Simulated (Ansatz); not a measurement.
# CdSe under changes of volume

One of the cells (23.738 Å³/atom); the others are scaled copies at fixed shape and fractional positions:

```xyz
2
Lattice="0.0000 2.8740 2.8740 2.8740 0.0000 2.8740 2.8740 2.8740 0.0000" Properties=species:S:1:pos:R:3 pbc="T T T"
Cd    0.0000    0.0000    0.0000
Se    2.8740    2.8740    2.8740
```

Measurements of this composition are mostly on another form, of space group No. 186.

| Quantity | Value |
| --- | --- |
| Program | Ansatz 0.2.0 |
| Functional | PBE0 |
| Potentials or basis | Ansatz PAW |
| Cutoff | 420 eV (not typed: the program's choice for these potentials) |
| k mesh | 4 × 4 × 4 |
| Occupations | fermi-dirac, width 0.05 eV |
| Spin | no spin polarisation |

| volume (Å³/atom) | energy over the lowest point (meV/atom) | pressure (GPa) | gap on the mesh (eV) |
| --- | --- | --- | --- |
| 22.314 | 5.88 | 2.6 | 1.05 |
| 22.788 | ? | ? | ? |
| 23.263 | 0.00 | -0.5 | 1.05 |
| 23.738 | 3.27 | -1.8 | 1.05 |
| 24.213 | 10.29 | -2.9 | 1.04 |
| 24.687 | 20.32 | -3.9 | 1.04 |
| 25.162 | 33.42 | -4.8 | 1.03 |

What does the run at 22.788 Å³/atom give?

Energy over the lowest point 0.67 meV/atom; pressure 1.0 GPa; gap on the mesh 1.05 eV.

Worked out: A Birch-Murnaghan fit of order 3 (a polynomial in V^(-2/3)) to the other rows has its minimum at 23.10 Å³/atom with B0 = V·E''(V) = 68 GPa and B' = 4.3. It gives 0.70 meV/atom at 22.788 Å³/atom, against the run's 0.67, and -dE/dV = 1.0 GPa, against 1.0. A straight line through the other rows of the gap, of slope -0.163 eV per unit of ln V, gives 1.05 eV, against the run's 1.05.

Energies are extrapolated to zero smearing.

Caveats: all runs use coarse meshes; the PAW data sets come from PBE, with cores solved anew for the run's functional, which leaves a small shift of forces and pressure; the thresholds are loose for stress.

A mesh can miss the band edges. Spin-orbit coupling on Cd, Se is left out.
